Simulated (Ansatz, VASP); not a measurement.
# One calculation of CoH, two programs

```xyz
2
Lattice="0.0000 1.7499 1.7499 1.7499 0.0000 1.7499 1.7499 1.7499 0.0000" Properties=species:S:1:pos:R:3 pbc="T T T"
Co    0.0000    0.0000    0.0000
H     1.7499    1.7499    1.7499
```

Alike in both runs: functional PBEsol; k mesh 15 × 15 × 15; collinear spin.

Ansatz relaxed the structure, and its values are those at the end. VASP's run is a single point on that final structure, the one shown.

|  | VASP | Ansatz |
| --- | --- | --- |
| version | VASP 6.6.1 | Ansatz 0.2.0 |
| potentials or method | VASP PAW PBE potentials, release 64 (Co, H) | plane waves, PAW |
| plane-wave cutoff (eV) | 520 | 558 |
| occupations | fermi-dirac, width 0.1 eV | fermi-dirac |
| valence electrons in the cell | 10 | 18 |

Ansatz gave:

| Quantity | Value |
| --- | --- |
| net moment per atom (μB) | 0.49 |
| size of the moment on the site where the two differ most (μB) | 0.94 |

Question: Which values does VASP return?

Answer: net moment per atom (μB): 0.48; size of the moment on the site where the two differ most (μB): 0.97.

Site moments also hang on the region over which each program counts them. The two sets of potentials don't hold the same shells in valence. Ansatz warned: «given_moment_on_shells».
